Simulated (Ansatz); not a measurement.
# SnO (P4/nmm) in Ansatz: a series of runs

Runs on SnO. Level: r2SCAN. Tasks: band structure, single point, equation of state.

All numbers are computed with Ansatz 0.2.0; they aren't measurements. Logs are shortened: lines on timing, memory, paths and dates and some standing lists are left out, and cuts for length are marked.

### Step 1. The crystal as given

It takes space group P4/nmm (No. 129, tetragonal). Conventional cell: a = 3.814 Å, b = 3.814 Å, c = 4.887 Å, α = 90.00°, β = 90.00°, γ = 90.00°. Sn (site symmetry 4mm) is surrounded by 4 O at 2.23 Å. O (site symmetry -4m2) is surrounded by 4 Sn at 2.23 Å.

The cell is a database's computed one.

### Step 2. Band structure, r2SCAN

input.yaml

```yaml
crystal:
  lattice:
    - [3.81369522, 0.0, 0.0]
    - [0.0, 3.81369522, 0.0]
    - [0.0, 0.0, 4.8869133]
  atoms:
    - { symbol: Sn, position: [0.5, 0.0, 0.76462614] }
    - { symbol: Sn, position: [0.0, 0.5, 0.23537386] }
    - { symbol: O, position: [0.0, 0.0, 0.0] }
    - { symbol: O, position: [0.5, 0.5, 0.0] }
hamiltonian:
  xc: r2scan
  pseudopotentials: { kind: paw }
kpoints:
  mp_grid: { grid: [7, 7, 6] }
  band_path:
    path:
      - [[0.0, 0.0, 0.0], [0.0, 0.5, 0.0], [0.5, 0.5, 0.0], [0.0, 0.0, 0.0], [0.0, 0.0, 0.5], [0.0, 0.5, 0.5], [0.5, 0.5, 0.5], [0.0, 0.0, 0.5]]
      - [[0.0, 0.5, 0.0], [0.0, 0.5, 0.5]]
      - [[0.5, 0.5, 0.0], [0.5, 0.5, 0.5]]
    npoints: 14
scf:
  occupations: { method: fermi_dirac, width: 0.05 }
  n_extra_bands: 10
output:
  forces: true
  stress: true
  eigenvalues: true
  fatbands: false
```

Potentials or basis: Ansatz PAW.

The run is started by

```
> ansatz run input.yaml --threads 2 --pin off --max-ram 5632MiB --backend cpu --events-out ev --progress --plain --runs-dir out
```

The program printed:

```text
Warning: RAYON_NUM_THREADS=2 ignored (pool sized by the plan → 2); use --threads N
scf.n_extra_bands = 10 over 20 filled bands (N_el = 40.0): the run solves 30 bands
Engine: ansatz 0.2.0, aarch64-unknown-linux-gnu
Pseudopotentials: kind: paw
Pseudopotential: Sn, paw, valence charge 14, recommended cutoff 500 eV (meta_gga), Sn.paw.azcp
Pseudopotential: O, paw, valence charge 6, recommended cutoff 500 eV (meta_gga), O.paw.azcp
Functional definition: r2SCAN
  parameter k0 = 0.174
  parameter k1 = 0.065
  parameter a1 = 4.9479
  exchange = r2scan_x(k0 = k0, k1 = k1, a1 = a1)
  correlation = r2scan_c
Crystal: 4 atoms, lattice volume = 71.077 Å³
Basis set: ecut = 500 eV, 1801 PW (Γ), exchange–correlation on 120×120×144 points (64 copies of the dense FFT grid, shifted against one another)
Bands: 30, of which v1, the nominal top of the filled ones, is band 20 counted from 1 (19 counted from 0)
Symmetry: 16 space group operations
Space group: P4/nmm (ITA 129), of the structure as read, at distance tolerance 4.1e-5 Å
k-points: 40 of 294
Non-local potential: Sn, projectors of the file, l = 0: 2, l = 1: 2, l = 2: 2, l = 3: 2
Non-local potential: O, projectors of the file, l = 0: 2, l = 1: 2, l = 2: 1
PAW form: soft (Blöchl's): semilocal exchange-correlation on the pseudo side does not see the compensation charge
PAW frozen core: Sn, regenerated for the run's functional (the file was generated under x = pbe(κ = 0.804, μ = 0.2195149727645171), c = pbe(β = 0.06672455060314922))
PAW frozen core: O, regenerated for the run's functional (the file was generated under x = pbe(κ = 0.804, μ = 0.2195149727645171), c = pbe(β = 0.06672455060314922))
PAW one-centre angular grid: Sn, 590 points (default); XC on 249 of its mesh's 2787 points in the sphere
PAW one-centre angular grid: O, 302 points (default); XC on 160 Gauss nodes
Initial density: superposition of atomic densities (neutral atoms: chi_scale 0, normalization atom), corrected by the library's trained network
Initial wavefunctions: pseudopotential atomic-orbital guess
Functional: x = r2scan, c = r2scan; τ floored in thin density (d = 2e-4 eV/Å³)
SCF iter   1: F=—  HF=-13214.612389 eV  |F-HF|=—  |Δ(HF+E_count)|=         —  Δρ=8.18e-3  dr2=4.23e-2  dr2_τ=1.14e-1  ethr=1.77e-3  ⟨swp⟩=6.5  Hψ=5868  notcnv=0  defer=26
preconditioner: auto → Resta (q_TF=auto, 2.479 Å⁻¹)  ε∞=2.5  [insulator: Δε(μ)=0.484 eV  Ē_g=22.519 eV  σ=0.050 eV  W_gap=0.98  n_scr=18 (ndim 8)  ℏωp=27.9 eV  f_vac=0.023  D(μ)=0.01/eV (n_scr^D=0)  ε∞_Penn≈2.5]
SCF iter   2: F=—  HF=-13214.690033 eV  |F-HF|=—  |Δ(HF+E_count)|=   7.76e-2  Δρ=4.85e-3  dr2=8.96e-3  dr2_τ=9.52e-4  ethr=1.06e-4  ⟨swp⟩=2.0  Hψ=2207  notcnv=0  defer=113
SCF iter   3: F=—  HF=-13214.690723 eV  |F-HF|=—  |Δ(HF+E_count)|=   6.90e-4  Δρ=1.32e-3  dr2=1.07e-3  dr2_τ=1.21e-4  ethr=2.24e-5  ⟨swp⟩=1.9  Hψ=1788  notcnv=0  defer=113
SCF iter   4: F=—  HF=-13214.690822 eV  |F-HF|=—  |Δ(HF+E_count)|=   9.88e-5  Δρ=3.71e-4  dr2=9.41e-5  dr2_τ=7.44e-6  ethr=2.68e-6  ⟨swp⟩=2.0  Hψ=1434  notcnv=0  defer=113
SCF iter   5: F=—  HF=-13214.690819 eV  |F-HF|=—  |Δ(HF+E_count)|=   2.85e-6  Δρ=1.11e-4  dr2=8.85e-6  dr2_τ=6.25e-7  ethr=2.35e-7  ⟨swp⟩=2.0  Hψ=1356  notcnv=0  defer=113
SCF iter   6: F=—  HF=-13214.690821 eV  |F-HF|=—  |Δ(HF+E_count)|=   2.12e-6  Δρ=2.90e-5  dr2=6.13e-7  dr2_τ=2.53e-8  ethr=2.21e-8  ⟨swp⟩=2.0  Hψ=1408  notcnv=0  defer=113
SCF iter   7: F=-13214.690822 eV  HF=-13214.690822 eV  |F-HF|=1.28e-8  |Δ(HF+E_count)|=   2.19e-7  Δρ=6.97e-6  dr2=3.51e-8  dr2_τ=1.22e-9  ethr=2.50e-10  ⟨swp⟩=10.4  Hψ=6220  notcnv=0
SCF 1 converged in 7 iterations: F = -13214.690822 eV  dr2 = 3.51e-8
NSCF: frozen V_eff on 129 k-points
SCF converged after 7 iterations
Free energy (F): -13214.690822 eV
Harris-Foulkes:  -13214.690822 eV  (|F-HF|=1.28e-8)
Internal energy: -13214.690742 eV  (E = F + TS)
E sigma→0 (E₀):  -13214.690782 eV
Entropy (-TS):   -0.000080 eV (-0.020 meV/atom)
Fermi energy:    9.973168 eV
--- Per-component energies (eV) ---
  E_band       = -220.628346
  E_kinetic    = 725.718607
  E_local      = -2721.022569  (includes V_loc(G=0)·N_el)
  E_nonlocal   = 29.953404
  E_hartree    = 1470.050670
  E_xc         = -896.520449
  E_vxc        = -419.918236  (∫ρ·V_xc dr)
  E_paw        = -8638.920671  (= ΣΔE_a)
  E_vpaw       = -801.835419  (= ΣTr[D̂ρ^β])
  E_aug_tail   = 0.001994  (compensation charges beyond the density's cutoff)
  E_vtau       = 26.375182  (kinetic-family band-sum trace: ∫τ·v_τ [+ j·A + Jᵃ·Aᵃ] dr)
  E_ewald      = -3185.358485
  E_core_change = 1.406758  (= ΣΔE_core)
  E_smearing   = -0.000080  (= −TS)
  E_closure    = -0.000000  (closes the sum)
  Σ components = -13214.690822   (vs F -13214.690822, Δ=0.00e0)
--- Forces (eV/Å), atoms counted from 1 ---
  atom   1  Sn     0.00000000     0.00000000     0.13024990
  atom   2  Sn     0.00000000     0.00000000    -0.13024990
  atom   3  O      0.00000000     0.00000000     0.00000000
  atom   4  O      0.00000000     0.00000000    -0.00000000
  max |Σ_I F_I| component: 1.67e-16 eV/Å
--- Stress (GPa, compression-positive) ---
       -0.519083       0.000000       0.000000
        0.000000      -0.519083       0.000000
        0.000000       0.000000      -0.334085
  P = ⅓ Tr σ = -0.4574 GPa (-4.574 kbar)
--- Band table (eV; the first three rows and the last of 40) ---
  k-point 0: bands = ["-13.2176", "-12.6853", "-12.6722", "-12.6722", "-12.6438", "-12.6133", "-12.5907", "-12.5867", "-12.5473", "-12.5473", "-11.7310", "-9.0778", "1.8005", "2.8265", "3.1079", "3.1079", "5.9140", "6.2205", "6.2205", "9.7440", "12.1495", "14.2954", "14.6631", "14.6631", "15.7779", "15.7779", "16.8182", "17.4923", "21.0142", "22.7734"]
  k-point 1: bands = ["-13.2140", "-12.6891", "-12.6660", "-12.6660", "-12.6409", "-12.6130", "-12.5936", "-12.5878", "-12.5542", "-12.5542", "-11.7224", "-9.0779", "1.1438", "3.1332", "3.1332", "3.7770", "5.8992", "6.2172", "6.2172", "9.4456", "11.8600", "13.9420", "13.9420", "14.3610", "16.6686", "16.6686", "16.7999", "17.7069", "22.0054", "22.8427"]
  k-point 2: bands = ["-13.2065", "-12.6968", "-12.6504", "-12.6504", "-12.6335", "-12.6119", "-12.6010", "-12.5903", "-12.5712", "-12.5712", "-11.7052", "-9.0780", "0.5082", "3.1849", "3.1849", "5.2695", "5.8699", "6.2098", "6.2098", "8.4388", "11.7140", "13.2102", "13.2102", "13.9181", "17.4820", "17.7760", "17.7760", "18.2121", "22.9107", "23.0059"]
  k-point 39: bands = ["-13.1226", "-13.1061", "-12.6558", "-12.6516", "-12.6262", "-12.6239", "-12.5792", "-12.5787", "-12.5430", "-12.5424", "-10.0430", "-9.9132", "0.5199", "0.6660", "3.6075", "3.9252", "6.6461", "6.8628", "6.9749", "7.0488", "12.2947", "12.4849", "13.4819", "14.2681", "15.6186", "16.2772", "20.1394", "20.1860", "23.1784", "23.6647"]
```

bands.tsv:

```text
# k_distance	band_0	band_1	band_2	band_3	band_4	band_5	band_6	band_7	band_8	band_9	band_10	band_11	band_12	band_13	band_14	band_15	band_16	band_17	band_18	band_19	band_20	band_21	band_22	band_23	band_24	band_25	band_26	band_27	band_28	band_29
[... 148 lines left out ...]
7.507683	-23.092208	-23.092208	-22.626578	-22.626578	-22.594585	-22.594585	-22.552348	-22.552348	-22.514359	-22.514359	-19.927476	-19.927476	-9.506265	-9.506265	-6.119290	-6.119290	-3.082723	-3.082723	-3.070113	-3.070113	2.226138	2.226138	4.143821	4.143821	5.707127	5.707127	10.155301	10.155301	13.958665	13.958665
7.553601	-23.091873	-23.091873	-22.626451	-22.626451	-22.594584	-22.594584	-22.552990	-22.552990	-22.514448	-22.514448	-19.926954	-19.926954	-9.504843	-9.504843	-6.123843	-6.123843	-3.082752	-3.082752	-3.078470	-3.078470	2.287792	2.287792	4.074187	4.074187	5.718177	5.718177	10.209025	10.209025	14.008711	14.008711
```

Wall time 11 s (2 threads of Arm Neoverse V2, shared host); peak memory 0.51 GiB.

What came out:

```yaml
Free_energy: -13214.6908 eV
Pressure: -0.5 GPa
Largest_force: 0.130 eV/Å
Band_gap_on_the_k_mesh: 0.50 eV, indirect (least direct gap 2.41 eV)
Band_gap_along_the_path: 0.28 eV, indirect (least direct gap 2.37 eV)
```

Forces in eV/Å, atoms in the order of the input:
```
Sn   0.000  0.000  0.130
Sn   0.000  0.000 -0.130
O    0.000  0.000  0.000
O    0.000  0.000  0.000
```

Stress tensor (GPa, compression positive):
```
-0.52  0.00  0.00
 0.00 -0.52  0.00
 0.00  0.00 -0.33
```

Levels at the corners of the path, in eV from the valence-band top:
```csv
point,band 16,band 17,band 18,band 19,band 20,band 21,band 22,band 23,band 24,band 25
Γ,-6.64,-3.83,-3.52,-3.52,0.00,2.41,4.55,4.92,4.92,6.03
X,-5.35,-5.20,-5.20,-2.91,-2.91,3.43,3.43,6.21,6.21,6.30
M,-5.49,-2.85,-2.85,-2.10,-2.10,0.28,0.28,4.78,4.78,7.57
Γ,-6.64,-3.83,-3.52,-3.52,0.00,2.41,4.55,4.92,4.92,6.03
Z,-3.89,-3.54,-3.54,-3.17,-2.50,2.04,3.20,3.20,3.83,8.33
R,-5.78,-5.17,-5.17,-1.98,-1.98,2.76,2.76,5.72,5.72,7.03
A,-5.89,-2.85,-2.85,-2.85,-2.85,2.52,2.52,4.30,4.30,5.95
Z,-3.89,-3.54,-3.54,-3.17,-2.50,2.04,3.20,3.20,3.83,8.33
X,-5.35,-5.20,-5.20,-2.91,-2.91,3.43,3.43,6.21,6.21,6.30
R,-5.78,-5.17,-5.17,-1.98,-1.98,2.76,2.76,5.72,5.72,7.03
M,-5.49,-2.85,-2.85,-2.10,-2.10,0.28,0.28,4.78,4.78,7.57
A,-5.89,-2.85,-2.85,-2.85,-2.85,2.52,2.52,4.30,4.30,5.95
```

Caveat: the k mesh misses the band edges, so the gap on the mesh is wider than the one along the path; spin-orbit coupling is left out, which moves the levels of the heavy elements; the PAW data sets come from PBE, with cores solved anew for the run's functional, which leaves a small shift of forces and pressure.

[end of part 1 of 2]
